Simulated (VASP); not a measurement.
Input of a VASP 6.6.1 run:

The input INCAR:

```
SYSTEM = Hf
PREC = Accurate ; ENCUT = 520
EDIFF = 1E-7 ; ISMEAR = -1
SIGMA = 0.05 ; LREAL = .False.
LASPH = .True. ; NELM = 100
ALGO = Normal ; ISIF = 2
LWAVE = .False. ; LCHARG = .True.
LDIPOL = .True. ; IDIPOL = 3
DIPOL = 0.5 0.5 0.294 ; GGA = PE
LELF = .True. ; LVHAR = .True.
LVACPOTAV = .True. ; NBANDS = 11
```

The input KPOINTS:

```
regular mesh
0
Gamma
  10 10 1
  0 0 0
```

POSCAR

```
Hf
1.0
    2.9335200000      0.0000000000      0.0000000000
   -1.4667600000      2.5405000000      0.0000000000
    0.0000000000      0.0000000000     23.8000000000
Hf
1
Direct
    0.0000000000      0.0000000000      0.2941200000
```

Potentials or basis: VASP PAW PBE potentials, release 64 (Hf_pv).

Run with:

```bash
$ cat potpaw_PBE.64/Hf_pv/POTCAR > POTCAR
$ mpirun -np 1 vasp_std > vasp.out
```

(1) Predict the work function of the upper face.

(2) Predict the band gap on the k mesh.

Results:

(1) 4.35 eV.

(2) none (metal or under the smearing width).
